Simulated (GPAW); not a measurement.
**Si in GPAW: convergence with plane-wave cutoff (eV)**

Input of the first run (plane-wave cutoff (eV) 200); the others differ in this setting and in those tied to it:

Contents of run.py:

```python
from ase.dft.bandgap import bandgap
from ase.io import read, write
from ase.units import GPa
from gpaw import GPAW, PW

atoms = read('Si.xyz')

calc = GPAW(mode=PW(200),
            xc='PBE',
            kpts={'size': (6, 6, 3), 'gamma': True},
            occupations={'name': 'fermi-dirac', 'width': 0.05},
            nbands=18,
            convergence={'density': 1e-05, 'energy': 1e-05},
            maxiter=100,
            txt='gpaw.txt')
atoms.calc = calc
energy = atoms.get_potential_energy()
forces = atoms.get_forces()
stress = atoms.get_stress()
calc.write('gs.gpw')
write('result.traj', atoms)
print(f'Energy: {energy:.6f} eV')
print('Forces (eV/A):')
print(forces.round(4))
print('Stress (GPa):', (stress / GPa).round(3))
print('Fermi level:', round(calc.get_fermi_level(), 4), 'eV')
print(f'Gap: {bandgap(calc)[0]:.4f} eV, direct: {bandgap(calc, direct=True)[0]:.4f} eV')
```

Contents of Si.xyz:

```xyz
4
Lattice="3.8313174605 0.0000000000 0.0000000000 -1.9156587303 3.3180182508 0.0000000000 0.0000000000 0.0000000000 6.3326220002" Properties=species:S:1:pos:R:3 pbc="T T T"
Si     1.9156587304      1.1060060835      5.9336066543
Si    -0.0000000002      2.2120121673      2.7672956542
Si     1.9156587304      1.1060060835      3.5653263460
Si    -0.0000000002      2.2120121673      0.3990153459
```

Potentials or basis: GPAW PAW data sets (gpaw-data 1.2.1), pw.

The run is started by

```bash
$ OMP_NUM_THREADS=1 python run.py
```

This isn't the form of Si at room conditions, which is diamond.

Hardware: 1 thread of Arm Neoverse V1, on a shared host.

Task: The values tried are 200, 250, 300, 350, 400, 500, 600, 800, 1000, loosest first. From which on does the energy stay within 1 meV/atom of the tightest run that finished?

Result: From 400 on.

```tsv
plane-wave cutoff (eV)	energy less the tightest run, at zero smearing (meV/atom)	pressure (GPa)	SCF cycles	CPU time (s)	peak memory (GiB)
200	5.58	1.74	10	5.1	0.12
250	2.57	1.75	10	5.3	0.13
300	1.45	1.77	10	6.5	0.13
350	1.02	1.78	10	8.8	0.14
400	0.78	1.78	10	9.5	0.14
500	0.43	1.78	10	10	0.15
600	0.23	1.78	9	15	0.17
800	0.07	1.78	10	19	0.19
1000	0.00	1.78	9	27	0.22
```

Against the tightest run, the pressure stays within 0.1 GPa from 200 on. The tightest run that finished is the yardstick and may itself not be fully converged.

Caveat, for the tightest run too: an odd mesh through Γ misses points on the zone boundary, where band edges often lie.
